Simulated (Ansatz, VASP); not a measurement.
**Te2Mo in VASP and in Ansatz**

```xyz
6
Lattice="3.5182 0.0000 0.0000 -1.7591 3.0469 0.0000 0.0000 0.0000 13.9736" Properties=species:S:1:pos:R:3 pbc="T T T"
Te    1.7591    1.0156    5.2960
Te    0.0000    2.0312   12.2828
Te    1.7591    1.0156    1.6908
Te    0.0000    2.0312    8.6776
Mo    1.7591    1.0156   10.4802
Mo    0.0000    2.0312    3.4934
```

Alike in both runs: task relaxation of cell and atoms; functional PBE; k mesh 9 × 9 × 2; occupations fermi-dirac, width 0.05 eV; no spin polarisation.

```csv
,VASP,Ansatz
version,VASP 6.6.1,Ansatz 0.2.0
potentials or method,"VASP PAW PBE potentials, release 54 (Te, Mo_sv)",Ansatz PAW
plane-wave cutoff (eV),600,420
valence electrons in the cell,52,92
```

VASP gave:

* relaxed volume (Å³/atom): 27.46
* relaxed cell length with the largest relative difference (Å): 15.062
* energy change over the relaxation (meV/atom): -14

**Question.** What did Ansatz give for the same quantities?

**Answer.** Relaxed volume (Å³/atom): 27.78; relaxed cell length with the largest relative difference (Å): 15.214; energy change over the relaxation (meV/atom): -15.

The two sets of potentials don't hold the same shells in valence.

Caveats: this functional lacks dispersion, which binds the layers, so the pressure and a relaxed spacing across them are unreliable; the volume moved by +10 % from the deposited cell, more than functionals usually miss (VASP); the plane-wave basis is chosen anew once the cell has moved, so the energies of steps on either side of that aren't comparable (Ansatz); the volume moved by +11 % from the deposited cell, more than functionals usually miss (Ansatz). A k mesh can miss the band edges. Zero-point motion and thermal expansion aren't in these numbers.
